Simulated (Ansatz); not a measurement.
A one-shot G0W0 calculation of HfO2 (started from an entry of an open crystallographic database) with Ansatz 0.2.0, at the level G0W0@PBE with 239 empty bands, a screening cutoff of 220 eV and a 6×6×6 mesh. The cell was relaxed beforehand with r2SCAN.

Input file:
```yaml
crystal:
  lattice:
    - [0.0, 2.5291823175, 2.5291823175]
    - [2.5291823175, 0.0, 2.5291823175]
    - [2.5291823175, 2.5291823175, 0.0]
  atoms:
    - { symbol: Hf, position: [0.0, 0.0, 0.0] }
    - { symbol: O, position: [0.25, 0.25, 0.25] }
    - { symbol: O, position: [0.75, 0.75, 0.75] }
kpoints:
  mp_grid: { grid: [6, 6, 6] }
hamiltonian:
  xc: pbe
scf:
  occupations: { method: fixed }
gw:
  n_empty_bands: 239
  ecut_chi: 220
  qp_bands: [v2, c2]
  qp_kpoints: band_edges
  screening: { model: contour_deformation }
```

Run as `ansatz run input.yaml --threads 2 --pin off --max-ram 2211MiB --backend cpu --events-out ev --progress --plain --runs-dir out`. Wall time 7.1 min on 2 threads of Arm Neoverse N1, on a shared host, load about 0.9 per core; peak host memory 0.62 GiB.

Task: Predict the output.

Result: The output, standing remarks left out:
```
Functional definition: PBE
Crystal: 3 atoms, lattice volume = 32.357 Å³
Basis set: ecut = 420 eV, 609 PW (Γ)
Bands: 23, of which v1, the nominal top of the filled ones, is band 19 counted from 1 (18 counted from 0)
Symmetry: 48 space group operations
Space group: Fm-3m (ITA 225)
k-points: 16 of 216
SCF iter   1: HF=-16861.395306 eV  Δρ=2.47e-3  dr2=1.38e-3
SCF iter   2: HF=-16861.396267 eV  Δρ=1.83e-3  dr2=7.28e-4
SCF iter   3: HF=-16861.396209 eV  Δρ=7.23e-4  dr2=6.72e-5
SCF iter   4: HF=-16861.396398 eV  Δρ=9.22e-5  dr2=2.05e-6
SCF iter   5: HF=-16861.396397 eV  Δρ=5.49e-5  dr2=6.66e-7
SCF iter   6: HF=-16861.396397 eV  Δρ=2.76e-5  dr2=1.31e-7
SCF iter   7: HF=-16861.396397 eV  Δρ=9.95e-6  dr2=2.66e-8
SCF 1 converged in 7 iterations: F = -16861.396397 eV  dr2 = 2.66e-8
Free energy (F): -16861.396397 eV
Fermi energy:    16.200088 eV
--- G₀W₀: contour deformation, 6 samples at zero and on the imaginary axis and 2 off it, 216 q-points, 239 empty bands' worth ---
    ik  band        ε_KS         Σx   Σc(E_QP)       V_xc       Z   E_QP_lin       E_QP  E_QP is
     0    18     15.5797   -26.9395     4.2933   -21.7505  0.7687    14.6754    14.6840  root
     0    19     15.5797   -26.9395     4.2933   -21.7505  0.7687    14.6754    14.6840  root
     0    20     20.0975   -11.0337    -5.1930   -16.9323  0.8184    20.8076    20.8031  root
     0    21     20.0975   -11.0337    -5.1930   -16.9323  0.8184    20.8076    20.8031  root
     1    18     15.1136   -26.0813     4.1715   -20.9916  0.7691    14.1858    14.1953  root
     1    19     15.1136   -26.0813     4.1715   -20.9916  0.7691    14.1858    14.1953  root
     1    20     20.5543   -11.9822    -5.1097   -17.8318  0.8102    21.2994    21.2942  root
     1    21     20.5543   -11.9822    -5.1097   -17.8318  0.8102    21.2994    21.2942  root
     3    18     14.3527   -26.7410     4.6178   -21.1269  0.7606    13.3430    13.3564  root
     3    19     14.3527   -26.7410     4.6178   -21.1269  0.7606    13.3430    13.3564  root
     3    20     20.8336   -11.5457    -5.3960   -17.7156  0.8099    21.6135    21.6074  root
     3    21     20.8336   -11.5457    -5.3960   -17.7156  0.8099    21.6135    21.6074  root
     4    18     15.5899   -27.0191     4.3123   -21.8244  0.7682    14.6991    14.7075  root
     4    19     15.5899   -27.0191     4.3123   -21.8244  0.7682    14.6991    14.7075  root
     4    20     20.4463   -11.1232    -5.3496   -17.2113  0.8146    21.1901    21.1848  root
     4    21     20.6726   -12.1428    -5.0725   -17.9609  0.8087    21.4236    21.4182  root
     5    18     15.0540   -26.3155     4.2869   -21.1200  0.7666    14.1359    14.1455  root
     5    19     15.1864   -26.7121     4.3525   -21.4491  0.7665    14.2665    14.2759  root
     5    20     20.8745   -11.4676    -5.4731   -17.7189  0.8087    21.6591    21.6527  root
     5    21     20.9114   -12.4104    -5.0119   -18.1731  0.8045    21.6677    21.6622  root
     8    18     14.1292   -25.0377     4.2002   -19.8526  0.7652    13.1312    13.1443  root
     8    19     15.5961   -27.0452     4.3192   -21.8524  0.7679    14.7143    14.7225  root
     8    20     20.5858   -11.4183    -5.2773   -17.4380  0.8123    21.3336    21.3283  root
     8    21     21.1508   -12.8952    -5.1107   -18.7974  0.7999    21.9489    21.9423  root
     9    18     15.2149   -26.6783     4.3349   -21.4551  0.7661    14.3177    14.3266  root
     9    19     15.2149   -26.6783     4.3349   -21.4551  0.7661    14.3177    14.3266  root
     9    20     20.4542   -11.5236    -4.9209   -17.1351  0.8117    21.1491    21.1448  root
     9    21     21.2572   -11.4056    -5.7295   -17.9479  0.8038    22.0776    22.0699  root
    10    18     14.7988   -26.1123     4.3167   -20.8925  0.7645    13.8859    13.8957  root
    10    19     15.5963   -27.0101     4.2390   -21.9024  0.7691    14.7196    14.7276  root
    10    20     20.4484   -11.5625    -4.8286   -17.0626  0.8113    21.1238    21.1198  root
    10    21     21.5472   -11.6889    -5.8008   -18.3263  0.7988    22.3925    22.3839  root
    11    18     14.9189   -26.5696     4.4419   -21.1975  0.7646    13.9783    13.9887  root
    11    19     15.5427   -26.8783     4.2309   -21.7799  0.7688    14.6671    14.6752  root
    11    20     20.5956   -11.7348    -4.9186   -17.3463  0.8117    21.2928    21.2884  root
    11    21     21.6247   -12.2445    -5.6111   -18.6922  0.7954    22.4699    22.4613  root
  […]
```
Iteration counts and the last digits belong to this one run.

The points are ik 0 = (0, 0, 0) (Γ), ik 1 = (0, 0, 1/6), ik 3 = (0, 0, -1/2) (L), ik 4 = (0, 1/6, 1/6), ik 5 = (0, 1/6, 1/3), ik 8 = (0, 1/6, -1/6), ik 9 = (0, 1/3, 1/3), ik 10 = (0, 1/3, -1/2), ik 11 = (0, 1/3, -1/3), ik 12 = (0, -1/2, -1/2) (X), ik 14 = (1/6, 1/3, -1/3), ik 15 = (1/6, -1/2, -1/3); band 19 is the last filled one.

The quasiparticle gap on this mesh is 5.25 eV (direct at X), against 3.80 eV from PBE: +1.45 eV. Renormalisation factors Z lie between 0.76 and 0.82. G0W0 values are finite-basis, finite-mesh values.

Calculated for a static, non-magnetic cell.

No spin-orbit coupling is included; it can move band edges with weight on the heavy atoms by tenths of an eV.
